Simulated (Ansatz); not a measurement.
## Ag under compression and expansion

```xyz
1
Lattice="2.7515 0.0000 0.0000 0.0000 2.7515 0.0000 0.0000 0.0000 2.7515" Properties=species:S:1:pos:R:3 pbc="T T T"
Ag    0.0000    0.0000    0.0000
```

The structure comes from a relaxation in the same program, started in the sc type, and has space group Pm-3m. Whether it is a known phase or the ground state wasn't checked.

All numbers are computed: DFT, PBE, all-electron LAPW, scalar-relativistic (Ansatz 0.2.0); DFT, PBE, PAW with Ansatz's default frozen-core files, scalar-relativistic (Ansatz 0.2.0).

For LAPW: a Γ-centred 12×12×12 k mesh, Fermi–Dirac smearing of 0.05 eV, basis error target 0.25 meV/atom, no spin polarisation. PAW takes a cutoff of 420 eV at this cell. The Ansatz runs share mesh, smearing and spin set-up. Plane-wave (PAW) pressures include the program's estimate of the Pulay term.

The cell above is scaled evenly, with fractional coordinates and shape held.

```tsv
V/V(cell)	V (Å³/atom)	P, LAPW (GPa)	P, PAW (GPa)	free energy over the lowest listed, PAW (meV/atom)
0.9405	19.591	4.83	4.83	17.4
0.9700	20.205	?	?	?
1.0000	20.830	-0.02	-0.02	0.0
1.0300	21.455	-1.82	-1.82	3.7
1.0600	22.080	-3.27	-3.27	13.7
```

(1) Fill in the row V/V(cell) = 0.9700.

(2) What do Birch–Murnaghan fits to the pressures give?

Results:

(1) P, LAPW (GPa) = 2.20, P, PAW (GPa) = 2.20, free energy over the lowest listed, PAW (meV/atom) = 4.1.

(2) LAPW: V0 = 20.82 Å³/atom, B0 = 66 GPa, B0′ = 5.8; PAW: V0 = 20.83 Å³/atom, B0 = 66 GPa, B0′ = 5.8.
